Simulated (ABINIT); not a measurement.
# CsSnI3 (Pm-3m) in ABINIT: further runs, part 2 of 2

ABINIT 10.8.3 (patched build). The steps go on from the part before.

## (3) Single point, LDA (cell relaxed)

File run.abi:

```
pp_dirpath "./"
pseudos "Cs.upf, I.upf, Sn.upf"

acell 11.4368364232 11.4368364232 11.4368364232
rprim
     1.0000000000     0.0000000000     0.0000000000
     0.0000000000     1.0000000000     0.0000000000
     0.0000000000     0.0000000000     1.0000000000
ntypat 3
znucl 55 53 50
natom 5
typat 1 2 2 2 3
xred
     0.0000000000     0.0000000000     0.0000000000
     0.5000000000     0.5000000000     0.0000000000
     0.5000000000     0.0000000000     0.5000000000
     0.0000000000     0.5000000000     0.5000000000
     0.5000000000     0.5000000000     0.5000000000
chkprim 0
chksymtnons 0
tolsym 1.0e-6

ecut 36.0

kptopt 1
ngkpt 4 4 4
nshiftk 1
shiftk 0.0 0.0 0.0

ixc 7

nband 27
occopt 3
tsmear 0.05 eV

nstep 100
tolvrs 1.0e-10

iomode 3
prtwf 0
prtden 0
prteig 0
prtebands 0
enunit 1
prtvol 2
```

Potentials or basis: PseudoDojo NC SR LDA v0.4.1 standard.

The run is started by

```bash
abinit run.abi > log 2>&1
```

run.abo:

```text
.Version 10.8.3 of ABINIT
 Symmetries : space group Pm -3 m (#221); Bravais cP (primitive cubic)
================================================================================
 Values of the parameters that define the memory need of the present run
     intxc =       0    ionmov =       0      iscf =       7    lmnmax =       8
     lnmax =       8     mgfft =      64  mpssoang =       4    mqgrid =    3090
     natom =       5  nloc_mem =       1    nspden =       1   nspinor =       1
    nsppol =       1      nsym =      48    n1xccc =    2501    ntypat =       3
    occopt =       3   xclevel =       1
       mpw =       15458          nfft =      262144          nkpt =          10
================================================================================
================================================================================

--------------------------------------------------------------------------------
------------- Echo of variables that govern the present computation ------------
--------------------------------------------------------------------------------
 -outvars: echo values of preprocessed input variables --------
            acell      1.1436836423E+01  1.1436836423E+01  1.1436836423E+01 Bohr
              amu      1.32905430E+02  1.26904470E+02  1.18710000E+02
          chkprim           0
      chksymtnons           0
             ecut      3.60000000E+01 Hartree
           enunit           1
              ixc           7
         kptrlatt        4    0    0      0    4    0      0    0    4
          kptrlen      4.57473457E+01
            natom           5
            nband          27
            ngfft          64      64      64
             nkpt          10
            nstep         100
             nsym          48
           ntypat           3
           occopt           3
           prtden           0
        prtebands           0
           prteig           0
           prtvol           2
            prtwf           0
          spgroup         221
           tolsym      1.00000000E-06
           tolvrs      1.00000000E-10
           tsmear      1.83746611E-03 Hartree
            typat      1  2  2  2  3
           xangst      0.0000000000E+00  0.0000000000E+00  0.0000000000E+00
                       3.0260565979E+00  3.0260565979E+00  0.0000000000E+00
                       3.0260565979E+00  0.0000000000E+00  3.0260565979E+00
                       0.0000000000E+00  3.0260565979E+00  3.0260565979E+00
                       3.0260565979E+00  3.0260565979E+00  3.0260565979E+00
            xcart      0.0000000000E+00  0.0000000000E+00  0.0000000000E+00
                       5.7184182116E+00  5.7184182116E+00  0.0000000000E+00
                       5.7184182116E+00  0.0000000000E+00  5.7184182116E+00
                       0.0000000000E+00  5.7184182116E+00  5.7184182116E+00
                       5.7184182116E+00  5.7184182116E+00  5.7184182116E+00
             xred      0.0000000000E+00  0.0000000000E+00  0.0000000000E+00
                       5.0000000000E-01  5.0000000000E-01  0.0000000000E+00
                       5.0000000000E-01  0.0000000000E+00  5.0000000000E-01
                       0.0000000000E+00  5.0000000000E-01  5.0000000000E-01
                       5.0000000000E-01  5.0000000000E-01  5.0000000000E-01
            znucl       55.00000   53.00000   50.00000

================================================================================

 chkinp: Checking input parameters for consistency.

================================================================================
[... 195 lines left out ...]
 cartesian forces (eV/Angstrom) at end:
    1     -0.00000000000000    -0.00000000000000    -0.00000000000000
    2     -0.00000000000000    -0.00000000000000    -0.00000000000000
    3     -0.00000000000000    -0.00000000000000    -0.00000000000000
    4     -0.00000000000000    -0.00000000000000    -0.00000000000000
    5     -0.00000000000000    -0.00000000000000    -0.00000000000000
 frms,max,avg= 0.0000000E+00 0.0000000E+00   0.000E+00  0.000E+00  0.000E+00 e/A
 length scales= 11.436836423200 11.436836423200 11.436836423200 bohr
              =  6.052113195877  6.052113195877  6.052113195877 angstroms
 Fermi (or HOMO) energy (eV) =   2.99634   Average Vxc (eV)=  -8.29378
 Eigenvalues (   eV  ) for nkpt=  10  k points:
 kpt#   1, nband= 27, wtk=  0.01563, kpt=  0.0000  0.0000  0.0000 (reduced coord)
 -19.46925  -19.15838  -19.15838  -19.12256  -19.12256  -19.12256  -10.87511   -9.98287
  -9.98287   -6.20673   -6.20673   -6.20673   -3.48204   -2.28212   -2.28212   -2.28212
   0.34872    0.34872    0.34872    0.55393    0.55393    0.55393    4.68200    5.55697
   5.55697    5.96515    5.96515
 kpt#   2, nband= 27, wtk=  0.09375, kpt=  0.2500  0.0000  0.0000 (reduced coord)
 -19.46890  -19.15838  -19.15702  -19.12268  -19.12268  -19.12256  -10.78384  -10.10226
  -9.98068   -6.20068   -6.20068   -6.19067   -4.17101   -2.22562   -2.22562   -1.11683
   0.21962    0.21962    0.23549    0.45665    0.45665    0.54683    5.35085    5.81019
   6.03130    6.12381    6.18776
 kpt#   3, nband= 27, wtk=  0.04688, kpt=  0.5000  0.0000  0.0000 (reduced coord)
 -19.46854  -19.15838  -19.15565  -19.12280  -19.12280  -19.12256  -10.64084  -10.27341
  -9.97849   -6.19460   -6.19460   -6.17789   -4.52409   -2.16355   -2.16355   -0.51983
   0.06619    0.06619    0.13164    0.39038    0.39038    1.30071    3.88113    6.43017
   6.49468    6.78732    6.90245
 kpt#   4, nband= 27, wtk=  0.18750, kpt=  0.2500  0.2500  0.0000 (reduced coord)
 -19.46857  -19.15770  -19.15632  -19.12280  -19.12268  -19.12268  -10.69356  -10.13530
[... 18 lines left out ...]
 kpt#   8, nband= 27, wtk=  0.18750, kpt=  0.5000  0.2500  0.2500 (reduced coord)
 -19.46793  -19.15632  -19.15495  -19.12293  -19.12292  -19.12280  -10.46698  -10.27164
 -10.12662   -6.21663   -6.20731   -6.19413   -5.47428   -1.24593   -0.93343   -0.75793
  -0.50963   -0.14880    0.52379    0.65095    0.78551    1.57944    3.56912    5.29188
   5.50491    6.21776    6.92342
 kpt#   9, nband= 27, wtk=  0.09375, kpt=  0.5000  0.5000  0.2500 (reduced coord)
 -19.46763  -19.15564  -19.15426  -19.12304  -19.12293  -19.12293  -10.30195  -10.26906
 -10.26906   -6.22058   -6.22058   -6.21235   -5.80830   -0.97786   -0.84422   -0.55036
  -0.55036    0.19201    0.63236    0.63236    1.04240    2.30646    3.33113    3.33113
   5.29152    6.01943    6.95848
 kpt#  10, nband= 27, wtk=  0.01563, kpt=  0.5000  0.5000  0.5000 (reduced coord)
 -19.46734  -19.15426  -19.15426  -19.12305  -19.12305  -19.12305  -10.26300  -10.26300
 -10.26300   -6.23885   -6.23885   -6.23885   -6.15339   -0.72041   -0.72041   -0.72041
   0.19786    0.19786    1.05314    1.05314    1.05314    3.04074    3.04074    3.04074
   3.10067    5.49401    6.61061
 Total charge density [el/Bohr^3]
)     Maximum=    1.2470E+00  at reduced coord.    0.5156    0.5156    0.5625
)Next maximum=    1.2470E+00  at reduced coord.    0.4844    0.5156    0.5625
)     Minimum=    1.5931E-04  at reduced coord.    0.5000    0.5000    0.5000
)Next minimum=    8.5193E-04  at reduced coord.    0.5000    0.0000    0.0000
   Integrated=    4.4000E+01

--- !EnergyTerms
iteration_state     : {dtset: 1, }
comment             : Components of total free energy in Hartree
kinetic             :  6.14868656714050E+01
hartree             :  3.70942565687587E+01
xc                  : -4.04966004430907E+01
Ewald energy        : -8.10086195029636E+01
psp_core            :  3.10977661219526E+00
local_psp           : -1.08612996972531E+02
non_local_psp       : -1.27985561521574E+01
internal            : -1.41225874218384E+02
'-kT*entropy'       : -1.30615743673957E-04
total_energy        : -1.41226004834127E+02
total_energy_eV     : -3.84295536551821E+03
band_energy         : -1.25575024676760E+01
...

 Cartesian components of stress tensor (hartree/bohr^3)
  sigma(1 1)=  1.68255730E-07  sigma(3 2)=  0.00000000E+00
  sigma(2 2)=  1.68255730E-07  sigma(3 1)=  0.00000000E+00
  sigma(3 3)=  1.68255730E-07  sigma(2 1)=  0.00000000E+00

-Cartesian components of stress tensor (GPa)         [Pressure= -4.9503E-03 GPa]
- sigma(1 1)=  4.95025449E-03  sigma(3 2)=  0.00000000E+00
- sigma(2 2)=  4.95025449E-03  sigma(3 1)=  0.00000000E+00
- sigma(3 3)=  4.95025449E-03  sigma(2 1)=  0.00000000E+00

== END DATASET(S) ==============================================================
================================================================================

 -outvars: echo values of variables after computation  --------
            acell      1.1436836423E+01  1.1436836423E+01  1.1436836423E+01 Bohr
           etotal     -1.4122600483E+02
            fcart     -0.0000000000E+00 -0.0000000000E+00 -0.0000000000E+00
                      -0.0000000000E+00 -0.0000000000E+00 -0.0000000000E+00
                      -0.0000000000E+00 -0.0000000000E+00 -0.0000000000E+00
                      -0.0000000000E+00 -0.0000000000E+00 -0.0000000000E+00
                      -0.0000000000E+00 -0.0000000000E+00 -0.0000000000E+00
           strten      1.6825573007E-07  1.6825573007E-07  1.6825573007E-07
                       0.0000000000E+00  0.0000000000E+00  0.0000000000E+00
           xangst      0.0000000000E+00  0.0000000000E+00  0.0000000000E+00
                       3.0260565979E+00  3.0260565979E+00  0.0000000000E+00
                       3.0260565979E+00  0.0000000000E+00  3.0260565979E+00
                       0.0000000000E+00  3.0260565979E+00  3.0260565979E+00
                       3.0260565979E+00  3.0260565979E+00  3.0260565979E+00
             xred      0.0000000000E+00  0.0000000000E+00  0.0000000000E+00
                       5.0000000000E-01  5.0000000000E-01  0.0000000000E+00
                       5.0000000000E-01  0.0000000000E+00  5.0000000000E-01
                       0.0000000000E+00  5.0000000000E-01  5.0000000000E-01
                       5.0000000000E-01  5.0000000000E-01  5.0000000000E-01
 Calculation completed.
```

It took 2.1 min on 1 thread of Intel Xeon 6975P-C (Granite Rapids), shared host; peak memory 0.17 GiB.

Results:

- Free energy: -3842.9554 eV
- Pressure: 0.0 GPa
- Band gap on the k mesh: none (metal or under the smearing width)
- Valence electrons inside the program's atomic spheres: Cs 4.48; I 2.90; Sn 10.56

Caveat: the cell was measured hot, at 500 K. The run has no spin-orbit coupling, so splittings on Cs, I are missing.
